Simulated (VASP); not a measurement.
NiO, 2 atoms in the cell. It takes space group Fm-3m (No. 225, cubic). The conventional cell has a = 4.172 Å, b = 4.172 Å, c = 4.172 Å, α = 90.00°, β = 90.00°, γ = 90.00°. Ni (site symmetry m-3m) has 6 O at 2.09 Å as nearest neighbours. O (site symmetry m-3m) is surrounded by 6 Ni at 2.09 Å. 

| Item | Value |
| --- | --- |
| Program | VASP 6.6.1 |
| Task | relaxation of cell and atoms |
| Functional | BEEF-vdW |
| Potentials or basis | VASP PAW PBE potentials, release 64 (Ni, O) |
| Cutoff | 600 eV |
| k mesh | 11 × 11 × 11 |
| Occupations | fermi-dirac, width 0.05 eV |
| Spin | collinear spin, ferromagnetic start |
| Starting moments | [1.0, 0.0] μB |
| Further INCAR settings | ALGO = Normal; EDIFF = 1e-07; IBRION = 2; EDIFFG = -0.01; NSW = 60; ISIF = 3 |

Potentials or basis: VASP PAW PBE potentials, release 64 (Ni, O).

Launch:

```bash
$ cat potpaw_PBE.64/Ni/POTCAR potpaw_PBE.64/O/POTCAR > POTCAR
$ mpirun -np 1 vasp_std > vasp.out
```

Hardware: 1 thread of Intel(R) Xeon(R) Platinum 8375C CPU @ 2.90GHz (Ice Lake), on a shared host.

Question: Estimate the wall time of this run.

Answer: Run time: 2.6 min on 1 thread of Intel(R) Xeon(R) Platinum 8375C CPU @ 2.90GHz (Ice Lake) (shared host), peak memory 0.3 GiB. Counts: scf iterations 44, k points 56, ion steps 3.
